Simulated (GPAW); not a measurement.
Here is a GPAW 26.7.0 calculation.

Contents of run.py:

```python
from ase import Atoms
from ase.dft.bandgap import bandgap
from ase.io import write
from ase.units import Bohr, GPa
from gpaw import GPAW, PW
from gpaw.elf import elf_from_dft_calculation

atoms = Atoms(['Ta'],
              cell=[[-1.65128, 1.65128, 1.65128],
                    [1.65128, -1.65128, 1.65128],
                    [1.65128, 1.65128, -1.65128]],
              scaled_positions=[[0.0, 0.0, 0.0]],
              pbc=True)

calc = GPAW(mode=PW(600),
            xc='PBE',
            kpts={'size': (11, 11, 11), 'gamma': True},
            occupations={'name': 'methfessel-paxton', 'order': 0, 'width': 0.016},
            nbands=15,
            convergence={'density': 1e-05, 'energy': 1e-05},
            maxiter=150,
            txt='gpaw.txt')
atoms.calc = calc
energy = atoms.get_potential_energy()
forces = atoms.get_forces()
stress = atoms.get_stress()
calc.write('gs.gpw')
write('result.traj', atoms)
print(f'Energy: {energy:.6f} eV')
print('Forces (eV/A):')
print(forces.round(4))
print('Stress (GPa):', (stress / GPa).round(3))
print('Fermi level:', round(calc.get_fermi_level(), 4), 'eV')
print(f'Gap: {bandgap(calc)[0]:.4f} eV, direct: {bandgap(calc, direct=True)[0]:.4f} eV')

# fields on the real-space grid
write('density.cube', atoms, data=calc.get_pseudo_density() * Bohr**3)
write('potential.cube', atoms, data=calc.get_electrostatic_potential())
write('elf.cube', atoms, data=elf_from_dft_calculation(calc).data)
```

Potentials or basis: GPAW PAW data sets (gpaw-data 1.2.1), pw.

The run is started by

```console
$ OMP_NUM_THREADS=1 python run.py
```

**Question.** Predict the pressure.

**Answer.** 2.3 GPa.

**Question.** What does it give for the band gap on the k mesh?

**Answer.** None (metal or under the smearing width).

The run has no spin-orbit coupling, so splittings on Ta are missing.
